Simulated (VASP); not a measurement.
Li15O8 (a cell with a defect): single point with r2SCAN

Crystal: Li15O8 (a cell with a defect).

```
Li O
1.0
     0.00000    4.67327    4.67327
     4.67327    0.00000    4.67327
     4.67327    4.67327    0.00000
Li O
15 8
Direct
  0.14966 0.10868 0.14915
  0.37963 0.36424 0.37015
  0.14082 0.11514 0.63602
  0.42573 0.34508 0.89951
  0.10160 0.63343 0.11352
  0.41985 0.91778 0.32862
  0.13032 0.62487 0.63878
  0.36817 0.88312 0.89487
  0.85333 0.37465 0.39926
  0.60386 0.13971 0.62370
  0.86788 0.31221 0.93126
  0.63075 0.62296 0.11869
  0.85733 0.94380 0.31399
  0.68778 0.61317 0.62740
  0.85512 0.92834 0.87468
  0.03659 0.98964 0.01447
  0.02301 0.01591 0.51047
  0.99720 0.47804 0.99936
  0.01841 0.46821 0.50000
  0.50388 0.99945 0.97157
  0.51665 0.98715 0.50974
  0.48153 0.55529 0.97385
  0.49175 0.50481 0.47671
```

```json
{
  "Program": "VASP 6.6.1",
  "Task": "single point",
  "Functional": "r2SCAN",
  "Potentials or basis": "VASP PAW PBE potentials, release 64 (Li_sv, O)",
  "Cutoff": "520 eV",
  "k mesh": "2 × 2 × 2",
  "Occupations": "fermi-dirac, width 0.05 eV",
  "Spin": "no spin polarisation",
  "Dipole correction": "no",
  "Further INCAR settings": "LREAL = Auto; ALGO = Normal; EDIFF = 1e-07; NBANDS = 64"
}
```

The largest force is 2.065 eV/Å. The band gap on the k mesh is none (metal or under the smearing width).

Forces in eV/Å, atoms in the order of the input:
```
Li   0.020 -0.572  0.238
Li  -0.056 -0.544  0.137
Li  -0.226  0.402  0.339
Li   0.283 -0.526 -0.008
Li  -0.198  0.704  0.342
Li   0.033  0.664 -0.480
Li  -0.165 -0.169  0.059
Li  -0.704 -0.364  0.205
Li  -0.653 -0.002  0.315
Li  -0.362  0.213 -0.236
Li   0.654 -0.608  0.785
Li  -0.128 -0.348  0.191
Li   0.961  0.790 -1.299
Li   1.127 -0.875 -0.122
Li  -0.145 -0.038 -0.249
O   -1.029 -1.373 -0.341
O   -0.325 -0.698 -0.693
O    0.839  0.472  0.247
O    0.152 -0.236  0.205
O    1.038  1.138  0.733
O    0.150 -0.278  0.405
O   -1.228  1.278 -1.061
O   -0.037  0.969  0.288
```

Levels at points of the mesh, in eV from the Fermi level:
| k point | band 43 | band 44 | band 45 | band 46 | band 47 | band 48 | band 49 | band 50 | band 51 | band 52 |
| --- | --- | --- | --- | --- | --- | --- | --- | --- | --- | --- |
| (0.00, 0.00, 0.00) | -0.28 | -0.23 | -0.06 | 0.02 | 0.07 | 5.54 | 5.75 | 5.85 | 6.21 | 8.20 |
| (0.50, 0.00, 0.00) | -0.56 | -0.29 | -0.17 | -0.07 | 0.00 | 6.44 | 6.90 | 6.96 | 7.20 | 7.46 |
| (0.00, 0.50, 0.00) | -0.53 | -0.37 | -0.21 | -0.11 | -0.01 | 6.48 | 6.71 | 7.08 | 7.40 | 7.59 |
| (0.00, 0.00, 0.50) | -0.53 | -0.31 | -0.22 | -0.15 | -0.04 | 6.51 | 6.65 | 6.97 | 7.35 | 7.57 |
| (0.50, 0.50, 0.50) | -0.58 | -0.35 | -0.22 | -0.09 | -0.04 | 6.45 | 6.85 | 6.92 | 7.34 | 7.51 |
| (0.50, 0.50, 0.00) | -0.45 | -0.42 | -0.27 | -0.23 | -0.18 | 6.30 | 6.57 | 7.45 | 7.63 | 7.98 |
| (0.00, 0.50, 0.50) | -0.53 | -0.37 | -0.30 | -0.20 | -0.10 | 6.24 | 6.61 | 7.23 | 7.87 | 7.92 |
| (0.50, 0.00, 0.50) | -0.45 | -0.43 | -0.36 | -0.29 | -0.22 | 6.48 | 6.60 | 7.37 | 7.46 | 7.90 |

Wall time 17 min on 1 thread of Intel(R) Xeon(R) Platinum 8259CL CPU @ 2.50GHz (Skylake/Cascade Lake), with other jobs on the host, peak memory 0.38 GiB.

Caveat: the k mesh is coarse (spacing up to 0.58 Å⁻¹), so the values aren't converged; the PAW data sets were made with another functional, which shifts forces and pressure a little; an odd number of electrons without spin polarisation forces a metal; a magnetic or distorted state may lie lower.
